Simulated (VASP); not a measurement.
# Zn (Pm-3m) in VASP: relaxation of cell and atoms with LDA

Aim: the relaxation of cell and atoms of Zn with LDA.

Everything below comes from runs of VASP 6.6.1. Logs are shortened: lines on timing, memory, paths and dates and some standing lists are left out, and cuts for length are marked.

## Step 1: Starting point

Symmetry: Pm-3m, No. 221, cubic system. Conventional cell: a = 3.771 Å, b = 3.771 Å, c = 3.771 Å, α = 90.00°, β = 90.00°, γ = 90.00°. Around Zn (site symmetry 4/mmm) lie 8 Zn at 2.67 Å.

The cell was built by a generator and needn't be a form met in nature.

## Step 2: Relaxation of cell and atoms, LDA

INCAR

```
SYSTEM = Zn
  PREC = Accurate
  ENCUT = 600
  EDIFF = 1E-7
  ISMEAR = -1
  SIGMA = 0.05
  LREAL = .FALSE.
  LASPH = .TRUE.
  NELM = 60
  ALGO = Normal
  ISIF = 3
  LWAVE = .FALSE.
  LCHARG = .FALSE.
  GGA = CA
  IBRION = 2
  NSW = 40
  EDIFFG = -0.005
  PSTRESS = 0
```

KPOINTS

```
regular mesh
0
G
  7 7 7
  0 0 0
```

POSCAR

```
Zn
1.0
    3.7711300000      0.0000000000      0.0000000000
    0.0000000000      3.7711300000      0.0000000000
    0.0000000000      0.0000000000      3.7711300000
Zn
3
Direct
    0.0000000000      0.5000000000      0.5000000000
    0.5000000000      0.0000000000      0.5000000000
    0.5000000000      0.5000000000      0.0000000000
```

Potentials or basis: VASP PAW LDA potentials, release 64 (Zn).

The run is started by

```
$ cat potpaw_LDA.64/Zn/POTCAR > POTCAR
$ mpirun -np 1 vasp_std > vasp.out
```

OUTCAR:

```text
SYSTEM = Zn
   PREC = Accurate
   ENCUT = 600
   EDIFF = 1E-7
   ISMEAR = -1
   LREAL = .FALSE.
   LASPH = .TRUE.
   NELM = 60
   ISIF = 3
   GGA = CA
   IBRION = 2
   NSW = 40
   EDIFFG = -0.005
   PSTRESS = 0

 ion  position               nearest neighbor table
   1  0.000  0.500  0.500-   2 2.67   3 2.67   3 2.67   2 2.67   2 2.67   3 2.67   3 2.67   2 2.67

   2  0.500  0.000  0.500-   1 2.67   3 2.67   3 2.67   1 2.67   3 2.67   3 2.67   1 2.67   1 2.67

   3  0.500  0.500  0.000-   1 2.67   2 2.67   1 2.67   2 2.67   2 2.67   2 2.67   1 2.67   1 2.67

  LATTYP: Found a simple cubic cell.
 ALAT       =     3.7711300000

  Lattice vectors:

 A1 = (   3.7711300000,   0.0000000000,   0.0000000000)
 A2 = (   0.0000000000,   3.7711300000,   0.0000000000)
 A3 = (   0.0000000000,   0.0000000000,   3.7711300000)

Analysis of symmetry for initial positions (statically):
=====================================================================
 Subroutine PRICEL returns:
 Original cell was already a primitive cell.

 Routine SETGRP: Setting up the symmetry group for a
 simple cubic supercell.

 Subroutine GETGRP returns: Found 48 space group operations
 (whereof 48 operations were pure point group operations)
 out of a pool of 48 trial point group operations.

The static configuration has the point symmetry O_h .

Analysis of symmetry for dynamics (positions and initial velocities):
=====================================================================
 Subroutine PRICEL returns:
 Original cell was already a primitive cell.

 Routine SETGRP: Setting up the symmetry group for a
 simple cubic supercell.

 Subroutine GETGRP returns: Found 48 space group operations
 (whereof 48 operations were pure point group operations)
 out of a pool of 48 trial point group operations.

The dynamic configuration has the point symmetry O_h .

 Subroutine INISYM returns: Found 48 space group operations
 (whereof 48 operations are pure point group operations),
 and found     1 'primitive' translations

----------------------------------------------------------------------------------------

                                     Primitive cell

  volume of cell :      53.6308

  direct lattice vectors                    reciprocal lattice vectors
     3.771130000  0.000000000  0.000000000     0.265172508  0.000000000  0.000000000
     0.000000000  3.771130000  0.000000000     0.000000000  0.265172508  0.000000000
     0.000000000  0.000000000  3.771130000     0.000000000  0.000000000  0.265172508

  length of vectors
     3.771130000  3.771130000  3.771130000     0.265172508  0.265172508  0.265172508

  position of ions in fractional coordinates (direct lattice)
     0.000000000  0.500000000  0.500000000
     0.500000000  0.000000000  0.500000000
     0.500000000  0.500000000  0.000000000

  ion indices of the primitive-cell ions
   primitive index   ion index
                 1           1
                 2           2
                 3           3

----------------------------------------------------------------------------------------

 KPOINTS: regular mesh

Automatic generation of k-mesh.
 Grid dimensions read from file:
 generate k-points for:    7    7    7

 Generating k-lattice:

  Cartesian coordinates                     Fractional coordinates (reciprocal lattice)
     0.037881787  0.000000000  0.000000000     0.142857143  0.000000000  0.000000000
     0.000000000  0.037881787  0.000000000     0.000000000  0.142857143  0.000000000
     0.000000000  0.000000000  0.037881787     0.000000000  0.000000000  0.142857143

  Length of vectors
     0.037881787  0.037881787  0.037881787

  Shift w.r.t. Gamma in fractional coordinates (k-lattice)
     0.000000000  0.000000000  0.000000000

 Subroutine IBZKPT returns following result:
 ===========================================

 Found     20 irreducible k-points:

 Following reciprocal coordinates:
            Coordinates               Weight
  0.000000  0.000000  0.000000      1.000000
  0.142857  0.000000  0.000000      6.000000
  0.285714  0.000000  0.000000      6.000000
  0.428571  0.000000  0.000000      6.000000
  0.142857  0.142857  0.000000     12.000000
  0.285714  0.142857  0.000000     24.000000
[... 12 lines left out ...]
  0.428571  0.428571  0.285714     24.000000
  0.428571  0.428571  0.428571      8.000000
   k-points           NKPTS =     20   k-points in BZ     NKDIM =     20   number of bands    NBANDS=     22
   number of dos      NEDOS =    301   number of ions     NIONS =      3
   total plane-waves  NPLWV =  27000
   dimension x,y,z NGX =    30 NGY =   30 NGZ =   30
   dimension x,y,z NGXF=    60 NGYF=   60 NGZF=   60
   ions per type =               3
   NGX,Y,Z   is equivalent  to a cutoff of  13.23, 13.23, 13.23 a.u.
   NGXF,Y,Z  is equivalent  to a cutoff of  26.45, 26.45, 26.45 a.u.
 SYSTEM =  Zn
   PREC   = accura    normal or accurate (medium, high low for compatibility)
   ISTART =      0    job   : 0-new  1-cont  2-samecut
   ICHARG =      2    charge: 1-file 2-atom 10-const
   ISPIN  =      1    spin polarized calculation?
   LNONCOLLINEAR =      F non collinear calculations
   LSORBIT =      F    spin-orbit coupling
   LASPH  =      T    aspherical Exc in radial PAW
   ENCUT  =  600.0 eV  44.10 Ry    6.64 a.u.   7.53  7.53  7.53*2*pi/ulx,y,z
   NELM   =     60;   NELMIN=  2; NELMDL= -5     # of ELM steps
   EDIFF  = 0.1E-06   stopping-criterion for ELM
   LREAL  =      F    real-space projection
   EDIFFG = -.5E-02   stopping-criterion for IOM
   NSW    =     40    number of steps for IOM
   IBRION =      2    ionic relax: 0-MD 1-quasi-New 2-CG
   NFREE  =      1    steps in history (QN), initial steepest desc. (CG)
   ISIF   =      3    stress and relaxation
   ISYM   =      2    0-nonsym 1-usesym 2-fastsym
   POTIM  = 0.5000    time-step for ionic-motion
   TEBEG  =    0.0;   TEEND  =   0.0 temperature during run
   PSTRESS=    0.0 pullay stress
   NELECT =      36.0000    total number of electrons
   NUPDOWN=      -1.0000    fix difference up-down
   EMIN   =  10.00;   EMAX   =-10.00  energy-range for DOS
   EFERMI =   0.00;   METHOD = LEGACY
   ISMEAR =    -1;   SIGMA  =   0.05  broadening in eV -4-tet -1-fermi 0-gaus
   EFERMI_NEDOS =   21; number of points for ismear=-14 and -15
   IALGO  =     38    algorithm
   IMIX   =      4    mixing-type and parameters
     AMIX     =   0.40;   BMIX     =  1.00
     AMIX_MAG =   1.60;   BMIX_MAG =  1.00
  volume/ion in A,a.u.               =      17.88       120.64
  Fermi-wavevector in a.u.,A,eV,Ry     =   1.433411  2.708755 27.955455  2.054668
  Thomas-Fermi vector in A             =   2.552932
   LORBIT       =      0    0 simple, 1 ext, 2 COOP (PROOUT), +10 PAW based schemes
   GGA     = CA    functional components
   LHFCALC =     F    Hartree Fock is set to
   AEXX    =    0.0000 exact exchange contribution
   IVDW    =     0    specifies the selected vdW correction
   LEPSILON=     F    determine dielectric tensor
   LRPA    =     F    only Hartree local field effects (RPA)
 conjugate gradient relaxation of ions
 non-spin polarized calculation
  energy-cutoff  :      600.00
  volume of cell :       53.63
 maximum number of plane-waves:      1806
 NGX is ok and might be reduce to    30
   NGX = 15   NGY = 15   NGZ = 15

--------------------------------------- Ionic step        1  -------------------------------------------

 number of electron      36.0000077 magnetization

 Free energy of the ion-electron system (eV)
  ---------------------------------------------------
  ext. energy  EPLUGINS =         0.00000000
  ---------------------------------------------------
  free energy    TOTEN  =        -4.92778758 eV

  energy without entropy =       -4.91954318  energy(sigma->0) =       -4.92366538

------------------------ aborting loop because EDIFF is reached ----------------------------------------

  FORCE on cell =-STRESS in cart. coord.  units (eV):
  Direction    XX          YY          ZZ          XY          YZ          ZX
  --------------------------------------------------------------------------------------
  -------------------------------------------------------------------------------------
  Total       -2.2736933     -2.2736933     -2.2736933     -0.0000000      0.0000000     -0.0000000
  in kB      -67.9247358    -67.9247358    -67.9247358     -0.0000000      0.0000000     -0.0000000
  external PRESSURE =     -67.9247358 kB  Pullay stress =       0.0000000 kB

 VOLUME and BASIS-vectors are now :
 -----------------------------------------------------------------------------
  energy-cutoff  :      600.00
  volume of cell :       53.63
      direct lattice vectors                 reciprocal lattice vectors
     3.771130000  0.000000000  0.000000000     0.265172508  0.000000000  0.000000000
     0.000000000  3.771130000  0.000000000     0.000000000  0.265172508  0.000000000
     0.000000000  0.000000000  3.771130000     0.000000000  0.000000000  0.265172508

 POSITION                                       TOTAL-FORCE (eV/Angst)
 -----------------------------------------------------------------------------------
      0.00000      1.88556      1.88556         0.000000      0.000000      0.000000
      1.88556      0.00000      1.88556         0.000000      0.000000      0.000000
      1.88556      1.88556      0.00000         0.000000      0.000000      0.000000
 -----------------------------------------------------------------------------------
    total drift:                                0.000000      0.000000     -0.000000

  FREE ENERGIE OF THE ION-ELECTRON SYSTEM (eV)
  ---------------------------------------------------
  free  energy   TOTEN  =        -4.9277875803 eV
[... 17 lines left out ...]
 VOLUME and BASIS-vectors are now :
 -----------------------------------------------------------------------------
  energy-cutoff  :      600.00
  volume of cell :       47.96
      direct lattice vectors                 reciprocal lattice vectors
     3.633246173 -0.000000000 -0.000000000     0.275235960  0.000000000 -0.000000000
    -0.000000000  3.633246173 -0.000000000     0.000000000  0.275235960 -0.000000000
     0.000000000  0.000000000  3.633246173     0.000000000  0.000000000  0.275235960

 POSITION                                       TOTAL-FORCE (eV/Angst)
 -----------------------------------------------------------------------------------
     -0.00000      1.81662      1.81662        -0.000000      0.000000      0.000000
      1.81662     -0.00000      1.81662         0.000000      0.000000      0.000000
      1.81662      1.81662     -0.00000         0.000000      0.000000      0.000000
 -----------------------------------------------------------------------------------
    total drift:                                0.000000      0.000000     -0.000000

  FREE ENERGIE OF THE ION-ELECTRON SYSTEM (eV)
  ---------------------------------------------------
  free  energy   TOTEN  =        -5.0781254449 eV

  energy  without entropy=       -5.0726616221  energy(sigma->0) =       -5.07539353

--------------------------------------- Ionic step        3  -------------------------------------------

 number of electron      35.9999969 magnetization

 Free energy of the ion-electron system (eV)
  ---------------------------------------------------
  ext. energy  EPLUGINS =         0.00000000
  ---------------------------------------------------
  free energy    TOTEN  =        -5.07952529 eV

  energy without entropy =       -5.07414012  energy(sigma->0) =       -5.07683270

 E-fermi :   2.3102     XC(G=0): -11.5401

 val. band max:        2.0681583124   @ k =   0.1429   0.1429   0.1429
 cond. band min:       2.3478262360   @ k =   0.2857   0.1429   0.0000
 fundamental gap:      0.2796679236
 Fermi energy:         2.3102097403

 k-point     1 :       0.0000    0.0000    0.0000
  band No.  band energies     occupation
      1      -8.0571      2.00000
      2      -6.2392      2.00000
      3      -6.1603      2.00000
      4      -6.1603      2.00000
      5      -6.1603      2.00000
      6      -5.8776      2.00000
[... 14 lines left out ...]
     21       6.0924      0.00000
     22       8.5226      0.00000

 k-point     2 :       0.1429    0.0000    0.0000
  band No.  band energies     occupation
      1      -7.8479      2.00000
      2      -6.1531      2.00000
      3      -6.1418      2.00000
      4      -6.1054      2.00000
      5      -6.1054      2.00000
      6      -5.8589      2.00000
[... 477 lines left out ...]
 VOLUME and BASIS-vectors are now :
 -----------------------------------------------------------------------------
  energy-cutoff  :      600.00
  volume of cell :       47.44
      direct lattice vectors                 reciprocal lattice vectors
     3.620012020 -0.000000000 -0.000000000     0.276242177  0.000000000 -0.000000000
    -0.000000000  3.620012020 -0.000000000     0.000000000  0.276242177 -0.000000000
     0.000000000  0.000000000  3.620012020     0.000000000  0.000000000  0.276242177

 POSITION                                       TOTAL-FORCE (eV/Angst)
 -----------------------------------------------------------------------------------
     -0.00000      1.81001      1.81001        -0.000000      0.000000      0.000000
      1.81001     -0.00000      1.81001         0.000000      0.000000      0.000000
      1.81001      1.81001     -0.00000         0.000000      0.000000      0.000000
 -----------------------------------------------------------------------------------
    total drift:                                0.000000      0.000000     -0.000000

  FREE ENERGIE OF THE ION-ELECTRON SYSTEM (eV)
  ---------------------------------------------------
  free  energy   TOTEN  =        -5.0795252863 eV

  energy  without entropy=       -5.0741401197  energy(sigma->0) =       -5.07683270

 reached required accuracy - stopping structural energy minimisation
```

Run time: 28 s. Hardware: 1 thread of Intel Xeon Platinum 8488C (Sapphire Rapids), shared host; peak memory 0.16 GiB.

Results:

- Free energy: -5.0795 eV
- Relaxed volume: 15.81 Å³/atom
- Relaxed cell: a = 3.620 Å, b = 3.620 Å, c = 3.620 Å, α = 90.00°, β = 90.00°, γ = 90.00°
- Space group after relaxing (to 0.05 Å): Pm-3m (No. 221)
- Energy gained by relaxing: 50.6 meV/atom
- Ionic steps: 3
- Pressure after relaxing: 0.0 GPa
- Band gap on the k mesh: none (metal or under the smearing width)

The path:
```
step  energy change (eV)  largest force (eV/Å)  pressure (GPa)  volume (Å³)
   1              0.0000                0.0000           -6.79        53.63
   2             -0.1503                0.0000           -0.87        47.96
   3             -0.1517                0.0000           -0.01        47.44
```

Final structure:
```
Zn
1.0
     3.62001    0.00000    0.00000
     0.00000    3.62001    0.00000
     0.00000    0.00000    3.62001
Zn
3
Direct
  0.00000 0.50000 0.50000
  0.50000 0.00000 0.50000
  0.50000 0.50000 0.00000
```
